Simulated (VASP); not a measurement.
# AlN (P6_3mc) in VASP: further runs, part 2 of 2

VASP 6.6.1.

## (3) Relaxation of cell and atoms, RPBE

Input file INCAR:

```
PREC = Accurate
ENCUT = 600
EDIFF = 1E-6
ISMEAR = 0
SIGMA = 0.03
LREAL = False
LASPH = True
NELM = 80
ALGO = Normal
ISIF = 3
LWAVE = False
LCHARG = False
GGA = RP
IBRION = 2
NSW = 90
EDIFFG = -0.01
```

Input file KPOINTS:

```
Automatic mesh
0
Gamma
  12 12 6
```

Input file POSCAR:

```
AlN
1.0
    3.1130000000      0.0000000000      0.0000000000
   -1.5565000000      2.6959370820      0.0000000000
    0.0000000000      0.0000000000      4.9810000000
Al N
2 2
Direct
    0.3333333333      0.6666666667      0.0000000000
    0.6666666667      0.3333333333      0.5000000000
    0.3333333333      0.6666666667      0.3800000000
    0.6666666667      0.3333333333      0.8800000000
```

Potentials or basis: VASP PAW PBE potentials, release 64 (Al, N).

Launch:

```
> cat potpaw_PBE.64/Al/POTCAR potpaw_PBE.64/N/POTCAR > POTCAR
> mpirun -np 1 vasp_std > vasp.out
```

OUTCAR:

```text
PREC = Accurate
   ENCUT = 600
   EDIFF = 1E-6
   ISMEAR = 0
   LREAL = False
   LASPH = True
   NELM = 80
   ISIF = 3
   GGA = RP
   IBRION = 2
   NSW = 90
   EDIFFG = -0.01

 ion  position               nearest neighbor table
   1  0.333  0.667  0.000-   3 1.89   4 1.89   4 1.89   4 1.89   2 3.07   2 3.07   2 3.07   2 3.07
                             2 3.07   2 3.07
   2  0.667  0.333  0.500-   4 1.89   3 1.89   3 1.89   3 1.89   1 3.07   1 3.07   1 3.07   1 3.07
                             1 3.07   1 3.07
   3  0.333  0.667  0.380-   1 1.89   2 1.89   2 1.89   2 1.89
   4  0.667  0.333  0.880-   2 1.89   1 1.89   1 1.89   1 1.89

  LATTYP: Found a hexagonal cell.
 ALAT       =     3.1130000000
 C/A-ratio  =     1.6000642467

  Lattice vectors:

 A1 = (   3.1130000000,   0.0000000000,   0.0000000000)
 A2 = (  -1.5565000000,   2.6959370820,   0.0000000000)
 A3 = (   0.0000000000,   0.0000000000,   4.9810000000)

Analysis of symmetry for initial positions (statically):
=====================================================================
 Subroutine PRICEL returns:
 Original cell was already a primitive cell.

 Routine SETGRP: Setting up the symmetry group for a
 hexagonal supercell.

 Subroutine GETGRP returns: Found 12 space group operations
 (whereof  6 operations were pure point group operations)
 out of a pool of 24 trial point group operations.

The static configuration has the point symmetry C_3v.
 The point group associated with its full space group is C_6v.

Analysis of symmetry for dynamics (positions and initial velocities):
=====================================================================
 Subroutine PRICEL returns:
 Original cell was already a primitive cell.

 Routine SETGRP: Setting up the symmetry group for a
 hexagonal supercell.

 Subroutine GETGRP returns: Found 12 space group operations
 (whereof  6 operations were pure point group operations)
 out of a pool of 24 trial point group operations.
[... 143 lines left out ...]
 NGX is ok and might be reduce to    28
   NGX = 13   NGY = 13   NGZ = 19

--------------------------------------- Ionic step        1  -------------------------------------------

 number of electron      16.0000000 magnetization

 Free energy of the ion-electron system (eV)
  ---------------------------------------------------
  ext. energy  EPLUGINS =         0.00000000
  ---------------------------------------------------
  free energy    TOTEN  =       -28.32327447 eV

  energy without entropy =      -28.32327447  energy(sigma->0) =      -28.32327447

------------------------ aborting loop because EDIFF is reached ----------------------------------------

  FORCE on cell =-STRESS in cart. coord.  units (eV):
  Direction    XX          YY          ZZ          XY          YZ          ZX
  --------------------------------------------------------------------------------------
  -------------------------------------------------------------------------------------
  Total        1.5943697      1.5943697      1.9936330      0.0000000     -0.0000000     -0.0000000
  in kB       61.1074559     61.1074559     76.4100313      0.0000000     -0.0000000     -0.0000000
  external PRESSURE =      66.2083144 kB  Pullay stress =       0.0000000 kB
[... 63 lines left out ...]
--------------------------------------- Ionic step        3  -------------------------------------------

 number of electron      15.9999999 magnetization

 Free energy of the ion-electron system (eV)
  ---------------------------------------------------
  ext. energy  EPLUGINS =         0.00000000
  ---------------------------------------------------
  free energy    TOTEN  =       -28.35259435 eV

  energy without entropy =      -28.35259435  energy(sigma->0) =      -28.35259435

 E-fermi :   6.1392     XC(G=0): -10.6333

 val. band max:        5.9384550765   @ k =   0.0000   0.0000   0.0000
 cond. band min:       9.9052102248   @ k =   0.0000   0.0000   0.0000
 fundamental gap:      3.9667551483
 Fermi energy:         6.1392290691

 k-point     1 :       0.0000    0.0000    0.0000
  band No.  band energies     occupation
      1      -9.0837      2.00000
      2      -7.0743      2.00000
      3       0.1278      2.00000
      4       5.1082      2.00000
      5       5.1082      2.00000
      6       5.7424      2.00000
      7       5.7424      2.00000
      8       5.9385      2.00000
      9       9.9052      0.00000
     10      12.4215      0.00000
     11      16.3643      0.00000
     12      16.9579      0.00000
[... 331 lines left out ...]
 k-point    24 :       0.3333    0.0000    0.1667
  band No.  band energies     occupation
      1      -7.8306      2.00000
      2      -6.6867      2.00000
      3       1.1741      2.00000
      4       2.0965      2.00000
      5       2.6973      2.00000
      6       4.2289      2.00000
      7       5.1733      2.00000
      8       5.3033      2.00000
      9      11.7237      0.00000
     10      12.5572      0.00000
     11      14.2452      0.00000
     12      15.9498      0.00000

 [... further k-points ...]
[... 5 lines left out ...]
  --------------------------------------------------------------------------------------
  -------------------------------------------------------------------------------------
  Total        0.0113551      0.0113551     -0.0108438      0.0000000      0.0000000     -0.0000000
  in kB        0.4210561      0.4210561     -0.4020948      0.0000000      0.0000000     -0.0000000
  external PRESSURE =       0.1466725 kB  Pullay stress =       0.0000000 kB
[... 19 lines left out ...]
  FREE ENERGIE OF THE ION-ELECTRON SYSTEM (eV)
  ---------------------------------------------------
  free  energy   TOTEN  =       -28.3525943481 eV

  energy  without entropy=      -28.3525943481  energy(sigma->0) =      -28.35259435

 reached required accuracy - stopping structural energy minimisation
```

OSZICAR:

```text
N       E                     dE             d eps       ncg     rms          rms(c)
DAV:   1     0.588155239445E+02    0.58816E+02   -0.83147E+03  1824   0.134E+03
[... 23 lines left out ...]
       N       E                     dE             d eps       ncg     rms          rms(c)
DAV:   1    -0.283904738458E+02   -0.59259E-01   -0.91464E-01  2064   0.918E+00    0.131E+00
DAV:   2    -0.283532077416E+02    0.37266E-01   -0.12067E-01  2192   0.278E+00    0.335E-01
DAV:   3    -0.283528198876E+02    0.38785E-03   -0.62434E-03  2128   0.733E-01    0.123E-01
DAV:   4    -0.283526354525E+02    0.18444E-03   -0.28557E-04  2200   0.159E-01    0.635E-02
DAV:   5    -0.283525937255E+02    0.41727E-04   -0.56374E-05  2228   0.697E-02    0.240E-02
DAV:   6    -0.283525943481E+02   -0.62268E-06   -0.32054E-06  1948   0.180E-02
   3 F= -.28352594E+02 E0= -.28352594E+02  d E =-.293199E-01
```

Run time: 63 s. Hardware: 1 thread of Intel Xeon Platinum 8559C (Emerald Rapids), shared host; peak memory 0.19 GiB.

Results:

- Free energy: -28.3526 eV
- Relaxed volume: 10.80 Å³/atom
- Relaxed cell: a = 3.145 Å, b = 3.145 Å, c = 5.045 Å, α = 90.00°, β = 90.00°, γ = 120.00°
- Space group after relaxing (to 0.05 Å): P6_3mc (No. 186)
- Energy gained by relaxing: 7.3 meV/atom
- Ionic steps: 3
- Pressure after relaxing: 0.0 GPa
- Band gap on the k mesh: 3.97 eV, direct

Step by step:
```tsv
step	energy change (eV)	largest force (eV/Å)	pressure (GPa)	volume (Å³)
1	0.0000	0.1364	6.62	41.80
2	-0.0079	0.0911	-5.06	44.47
3	-0.0293	0.0007	0.01	43.21
```

Final structure:
```yaml
crystal:
  lattice:
    - [3.14484, 0.00000, 0.00000]
    - [-1.57242, 2.72351, 0.00000]
    - [0.00000, 0.00000, 5.04470]
  atoms:
    - { symbol: Al, position: [0.33333, 0.66667, 0.99928] }
    - { symbol: Al, position: [0.66667, 0.33333, 0.49928] }
    - { symbol: N, position: [0.33333, 0.66667, 0.38072] }
    - { symbol: N, position: [0.66667, 0.33333, 0.88072] }
```

Caveat: the PAW data sets were made with another functional, which shifts forces and pressure a little. Zero-point motion and thermal expansion aren't in these numbers.

## (4) Relaxation of cell and atoms, RPBE

This run uses another cell than the first one, of 10.80 Å³/atom, 1.034 times its volume.

Edit INCAR of step 3 so:

```diff
@@ -2,3 +2,3 @@
 ENCUT = 600
-EDIFF = 1E-6
+EDIFF = 1E-7
 ISMEAR = 0
@@ -15,2 +15,2 @@
 NSW = 90
-EDIFFG = -0.01
+EDIFFG = -0.005
```

KPOINTS is that of step 3.

Input file POSCAR:

```
AlN                                     
1.0
    3.1448371159      0.0000000000     -0.0000000000
   -1.5724185579      2.7235088331      0.0000000000
    0.0000000000     -0.0000000000      5.0446982225
  Al              N             
     2     2
Direct
     0.3333333332999970    0.6666666667000030    0.9992829318312145
     0.6666666667000030    0.3333333332999970    0.4992829318312145
     0.3333333332999970    0.6666666667000030    0.3807170681687880
     0.6666666667000030    0.3333333332999970    0.8807170681687880
```

Launch:

```
> cat potpaw_PBE.64/Al/POTCAR potpaw_PBE.64/N/POTCAR > POTCAR
> mpirun -np 1 vasp_std > vasp.out
```

Run time: 76 s. Hardware: 1 thread of Intel Xeon Platinum 8559C (Emerald Rapids), shared host; peak memory 0.19 GiB.

It converged, with:

| Quantity | Value |
| --- | --- |
| Free energy | -28.3539 eV |
| Relaxed volume | 10.80 Å³/atom |
| Relaxed cell | a = 3.145 Å, b = 3.145 Å, c = 5.043 Å, α = 90.00°, β = 90.00°, γ = 120.00° |
| Space group after relaxing (to 0.05 Å) | P6_3mc (No. 186) |
| Energy gained by relaxing | 0.0 meV/atom |
| Ionic steps | 2 |
| Pressure after relaxing | 0.0 GPa |
| Largest force after relaxing | 0.003 eV/Å |
| Band gap on the k mesh | 3.97 eV, direct |

Forces in eV/Å, atoms in the order of the input:
```
Al   0.000  0.000 -0.003
Al   0.000  0.000 -0.003
N    0.000  0.000  0.003
N    0.000  0.000  0.003
```

Final structure:
```
Al N
1.0
     3.14489    0.00000    0.00000
    -1.57244    2.72355    0.00000
     0.00000    0.00000    5.04336
Al N
2 2
Direct
  0.33333 0.66667 0.99929
  0.66667 0.33333 0.49929
  0.33333 0.66667 0.38071
  0.66667 0.33333 0.88071
```

Levels at points of the mesh, in eV from the valence-band top:
```
           k point  band 6  band 7  band 8  band 9  band 10  band 11
(0.00, 0.00, 0.00)   -0.20   -0.20    0.00    3.97     6.48    10.43
(0.50, 0.00, 0.00)   -2.02   -1.71   -0.67    5.79     5.80     7.98
(0.00, 0.00, 0.50)   -0.52   -0.52   -0.52    6.25     6.25    10.15
(0.50, 0.00, 0.50)   -1.42   -1.33   -1.33    5.27     5.27     9.15
```

Caveat: the PAW data sets were made with another functional, which shifts forces and pressure a little. As with any semilocal functional, this RPBE gap is likely too small.
